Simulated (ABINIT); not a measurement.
Set up this calculation in ABINIT 10.8.3 (patched build), as the native input.

```
Task                : equation of state
Functional          : PW91
Potentials or basis : JTH PAW PBE v2.0
Cutoff              : 626 eV
k mesh              : 7 × 7 × 7
Occupations         : fermi-dirac, width 0.05 eV
Spin                : no spin polarisation
Fine-grid cutoff    : 1224.51 eV
```

MgTe:

```
Te Mg
1.0
     0.00000    3.23200    3.23200
     3.23200    0.00000    3.23200
     3.23200    3.23200    0.00000
Te Mg
1 1
Direct
  0.25000 0.25000 0.25000
  0.00000 0.00000 0.00000
```

The cell comes from a database or a generator and needn't be the stable form of this composition.

The input as run:

run.abi

```
# Datasets: one volume each
ndtset 7
getwfk -1
scalecart1 3*0.9795861087
scalecart2 3*0.9864848297
scalecart3 3*0.9932883884
scalecart4 3*1.0000000000
scalecart5 3*1.0066227096
scalecart6 3*1.0131594038
scalecart7 3*1.0196128224

# Pseudopotentials
pp_dirpath "./"
pseudos "Te.GGA_PBE-JTH.xml, Mg.GGA_PBE-JTH.xml"

# Structure
acell 4.5707365703 4.5707365703 4.5707365703 Angstrom
rprim
     0.0000000000     0.7071067812     0.7071067812
     0.7071067812     0.0000000000     0.7071067812
     0.7071067812     0.7071067812     0.0000000000
ntypat 2
znucl 52 12
natom 2
typat 1 2
xred
     0.2500000000     0.2500000000     0.2500000000
     0.0000000000     0.0000000000     0.0000000000

# Plane-wave basis
ecut 23.0
pawecutdg 45.0
pawxcdev 0

# k points
kptopt 1
ngkpt 7 7 7
nshiftk 1
shiftk 0.0 0.0 0.0

# Exchange and correlation
ixc -109134

# Bands and occupations
nband 12
occopt 3
tsmear 0.00183747

# SCF cycle
nstep 100
tolvrs 1.0e-9

# Output
iomode 3
prtwf 1
prtden 0
prteig 0
prtebands 0
enunit 1
```

Potentials or basis: JTH PAW PBE v2.0.

The run is started by

```console
$ abinit run.abi > log 2>&1
```

Results of the run:

- Equilibrium volume: 34.40 Å³/atom
- Bulk modulus: 36 GPa
- Pressure derivative of the bulk modulus: 3.2 (rough: it moves with the points fitted)

Caveat: pressures at fixed basis lie under the slope of the energies; the PAW data sets were made with another functional, which shifts forces and pressure a little.

Wall time 120 s on 1 thread of Arm Neoverse V2, on a shared host, peak memory 0.16 GiB.
